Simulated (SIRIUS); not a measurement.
## Ti in SIRIUS: convergence with lmax of the potential

Input of the first run (lmax of the potential 2); the others differ in this setting and in those tied to it:

sirius.json

```json
{
  "control": {
    "processing_unit": "cpu",
    "std_evp_solver_name": "lapack",
    "gen_evp_solver_name": "lapack",
    "verbosity": 2,
    "print_forces": true,
    "ortho_rf": true,
    "use_second_variation": true,
    "rmt_max": 3.0,
    "num_bands_to_print": 14,
    "save_wf": true
  },
  "parameters": {
    "electronic_structure_method": "full_potential_lapwlo",
    "xc_functionals": ["XC_GGA_X_PBE_SOL", "XC_GGA_C_PBE_SOL"],
    "core_relativity": "dirac",
    "valence_relativity": "iora",
    "num_fv_states": 14,
    "smearing": "fermi_dirac",
    "smearing_width": 0.0018374661,
    "pw_cutoff": 20,
    "gk_cutoff": 3.67,
    "lmax_apw": 10,
    "lmax_rho": 2,
    "lmax_pot": 2,
    "num_mag_dims": 0,
    "auto_rmt": 0,
    "ngridk": [11, 11, 11],
    "shiftk": [0, 0, 0],
    "num_dft_iter": 80,
    "energy_tol": 1e-07,
    "density_tol": 1e-05,
    "use_symmetry": true
  },
  "settings": {"tol_ne": 1e-10},
  "iterative_solver": {"type": "exact"},
  "mixer": {"type": "anderson", "beta": 0.5, "max_history": 8},
  "unit_cell": {
    "lattice_vectors": [
      [-3.1010405705, 3.1010405705, 3.1010405705],
      [3.1010405705, -3.1010405705, 3.1010405705],
      [3.1010405705, 3.1010405705, -3.1010405705]
    ],
    "atom_types": ["Ti"],
    "atom_files": {"Ti": "Ti.json"},
    "atoms": {"Ti": [[0.0, 0.0, 0.0]]}
  }
}
```

File Ti.json:

```json
{
  "name": "titanium",
  "symbol": "Ti",
  "number": 22,
  "mass": 47.867,
  "rmin": 1e-06,
  "rmt": 2.4,
  "nrmt": 800,
  "rinf": 17.51,
  "core": "1s2s2p",
  "valence": [
    {"basis": [{"enu": 0.08, "dme": 0, "n": 0, "auto": 0}, {"enu": 0.08, "dme": 1, "n": 0, "auto": 0}]},
    {"l": 0, "n": 1, "basis": [{"enu": 0.18, "dme": 0, "n": 0, "auto": 0}]},
    {"l": 1, "n": 2, "basis": [{"enu": 0.18, "dme": 0, "n": 0, "auto": 0}]},
    {"l": 2, "n": 3, "basis": [{"enu": 0.18, "dme": 0, "n": 0, "auto": 0}]},
    {"l": 3, "n": 4, "basis": [{"enu": 0.18, "dme": 0, "n": 0, "auto": 0}]}
  ],
  "lo": [
    {"l": 0, "basis": [{"enu": 0.18, "dme": 0, "n": 0, "auto": 0}, {"enu": 0.18, "dme": 1, "n": 0, "auto": 0}]},
    {
      "l": 0,
      "basis": [{"enu": -1.9403, "dme": 0, "n": 3, "auto": 1}, {"enu": -1.9403, "dme": 1, "n": 3, "auto": 1}]
    },
    {
      "l": 0,
      "basis": [{"enu": -1.9403, "dme": 1, "n": 3, "auto": 1}, {"enu": 0.18, "dme": 0, "n": 0, "auto": 0}]
    },
    {"l": 0, "basis": [{"enu": 0.18, "dme": 0, "n": 0, "auto": 0}, {"enu": 2.9578, "dme": 0, "n": 0, "auto": 0}]},
    {"l": 1, "basis": [{"enu": 0.18, "dme": 0, "n": 0, "auto": 0}, {"enu": 0.18, "dme": 1, "n": 0, "auto": 0}]},
    {
      "l": 1,
      "basis": [{"enu": -1.0803, "dme": 0, "n": 3, "auto": 1}, {"enu": -1.0803, "dme": 1, "n": 3, "auto": 1}]
    },
    {
      "l": 1,
      "basis": [{"enu": -1.0803, "dme": 1, "n": 3, "auto": 1}, {"enu": 0.18, "dme": 0, "n": 0, "auto": 0}]
    },
    {"l": 1, "basis": [{"enu": 0.18, "dme": 0, "n": 0, "auto": 0}, {"enu": 3.3744, "dme": 0, "n": 0, "auto": 0}]},
    {"l": 2, "basis": [{"enu": 0.18, "dme": 0, "n": 0, "auto": 0}, {"enu": 0.18, "dme": 1, "n": 0, "auto": 0}]},
    {"l": 2, "basis": [{"enu": 0.18, "dme": 1, "n": 0, "auto": 0}, {"enu": 0.18, "dme": 2, "n": 0, "auto": 0}]},
    {"l": 2, "basis": [{"enu": 0.18, "dme": 0, "n": 0, "auto": 0}, {"enu": 2.8883, "dme": 0, "n": 0, "auto": 0}]},
    {"l": 3, "basis": [{"enu": 0.18, "dme": 0, "n": 0, "auto": 0}, {"enu": 0.18, "dme": 1, "n": 0, "auto": 0}]},
    {"l": 3, "basis": [{"enu": 0.18, "dme": 0, "n": 0, "auto": 0}, {"enu": 3.2008, "dme": 0, "n": 0, "auto": 0}]}
  ],
  "free_atom": [... radial grid and density of the free atom, the start of the SCF ...]
}
```

sirius_start.json

```json
{
  "control": {
    "processing_unit": "cpu",
    "std_evp_solver_name": "lapack",
    "gen_evp_solver_name": "lapack",
    "verbosity": 1,
    "print_forces": false,
    "ortho_rf": true,
    "use_second_variation": true,
    "rmt_max": 3.0,
    "num_bands_to_print": 14,
    "save_wf": false
  },
  "parameters": {
    "electronic_structure_method": "full_potential_lapwlo",
    "xc_functionals": ["XC_LDA_X", "XC_LDA_C_PW"],
    "core_relativity": "dirac",
    "valence_relativity": "iora",
    "num_fv_states": 14,
    "smearing": "fermi_dirac",
    "smearing_width": 0.0055123983,
    "pw_cutoff": 20,
    "gk_cutoff": 2.93,
    "lmax_apw": 10,
    "lmax_rho": 2,
    "lmax_pot": 2,
    "num_mag_dims": 0,
    "auto_rmt": 0,
    "ngridk": [4, 4, 4],
    "shiftk": [0, 0, 0],
    "num_dft_iter": 30,
    "energy_tol": 0.01,
    "density_tol": 0.05,
    "use_symmetry": true
  },
  "settings": {"tol_ne": 1e-10},
  "iterative_solver": {"type": "exact"},
  "mixer": {"type": "anderson", "beta": 0.5, "max_history": 8},
  "unit_cell": {
    "lattice_vectors": [
      [-3.1010405705, 3.1010405705, 3.1010405705],
      [3.1010405705, -3.1010405705, 3.1010405705],
      [3.1010405705, 3.1010405705, -3.1010405705]
    ],
    "atom_types": ["Ti"],
    "atom_files": {"Ti": "Ti.json"},
    "atoms": {"Ti": [[0.0, 0.0, 0.0]]}
  }
}
```

Potentials or basis: all-electron FP-LAPW, apw+lo standard.

The run is started by

```sh
$ OMP_NUM_THREADS=1 sirius.scf --input=sirius_start.json --output=start.json
$ OMP_NUM_THREADS=1 sirius.scf --input=sirius.json --output=output.json --task=1
```

This isn't the form of Ti at room conditions, which is hcp.

Hardware: 1 thread of Arm Neoverse V2 (shared host).

```tsv
lmax of the potential	energy less the tightest run, at zero smearing (meV/atom)	SCF cycles	CPU time (s)	peak memory (GiB)
2	0.81	6	9.6	0.17
3	0.81	6	9.9	0.18
4	-0.25	6	10	0.2
6	-0.01	6	12	0.24
8	0.00	6	15	0.3
10	0.00	6	20	0.37
```

Against the tightest run, the energy stays within 1 meV/atom from 2 on. The tightest run that finished is the yardstick and may itself not be fully converged.
